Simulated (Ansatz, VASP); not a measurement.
# HfO2: VASP beside Ansatz

```xyz
3
Lattice="0.0000 2.6762 2.5488 2.6762 0.0000 2.5488 2.6762 2.6762 0.0000" Properties=species:S:1:pos:R:3 pbc="T T T"
Hf    0.0000    0.0000    0.0000
O     1.3381    1.3381    1.2744
O     4.0144    4.0144    3.8232
```

Change from the starting cell: strain +0.050 along x and y, +0.000 along z, atoms carried along.

Alike in both runs: task single point; functional PBE; k mesh 8 × 8 × 8; occupations gaussian, width 0.05 eV; no spin polarisation.

```csv
,VASP,Ansatz
version,VASP 6.6.1,Ansatz 0.2.0
potentials or method,"VASP PAW PBE potentials, release 64 (Hf_pv, O)","scalar-relativistic, plane waves, PAW"
plane-wave cutoff (eV),520,420
valence electrons in the cell,22,38
```

```csv
,VASP,Ansatz,Ansatz less VASP
gap on the k mesh at the Fermi level (eV),3.03,3.06,+0.030
least direct gap on the mesh (eV),3.11,3.13,+0.016
pressure (GPa),-22.2,-19.4,+2.74
largest component of the traceless stress (GPa),13.01,12.85,-0.166
```

The two sets of potentials don't hold the same shells in valence.

Caveats: so large a pressure means that the cell lies far from this level's equilibrium, or that cutoff or potentials fall short (VASP); spin-orbit coupling is left out, which moves the levels of the heavy elements. A k mesh can miss the band edges.
